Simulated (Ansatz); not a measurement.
The system is FeO (Wuestite).

```xyz
2
Lattice="1.5188 0.8769 2.5196 -1.5188 0.8769 2.5196 0.0000 -1.7538 2.5196" Properties=species:S:1:pos:R:3 pbc="T T T"
Fe    0.0000    0.0000    0.0000
O     0.0000    0.0000    3.7794
```

- Program: Ansatz 0.2.0
- Task: relaxation of cell and atoms
- Functional: LDA
- Potentials or basis: Ansatz PAW
- Cutoff: 500 eV
- Density cutoff: 6000 eV
- k mesh: 11 × 11 × 11
- Occupations: fermi-dirac, width 0.05 eV
- Spin: collinear spin, random start
- Starting moments: [-2.61, 0.0] μB

At the start: volume 10.07 Å³/atom.

Question: How do energy, volume and symmetry change on relaxing?

Answer: It ends after 7 steps and the volume is 9.15 Å³/atom (-9.1 %); space group Fm-3m (No. 225, to 0.05 Å); moment 3.87 μB per cell.

The path:
```csv
step,energy change (eV),largest force (eV/Å),volume (Å³)
1,0.0000,0.0000,20.13
2,-0.0817,0.0000,19.03
3,-0.0976,0.0000,18.32
4,-0.0976,0.0000,18.30
5,-0.0976,0.0000,18.31
6,-0.0976,0.0000,18.30
7,-0.0972,0.0000,18.30
```

Final structure:
```
Fe O
1.0
     1.47909    0.85395    2.41539
    -1.47909    0.85395    2.41539
     0.00000   -1.70791    2.41539
Fe O
1 1
Direct
  0.00000 0.00000 0.00000
  0.50000 0.50000 0.50000
```

Caveat: the plane-wave basis is chosen anew once the cell has moved, so the energies of steps on either side of that aren't comparable; a cell with one magnetic atom can't hold antiferromagnetic order, which such compounds often take; the PAW data sets come from PBE, with cores solved anew for the run's functional, which leaves a small shift of forces and pressure.
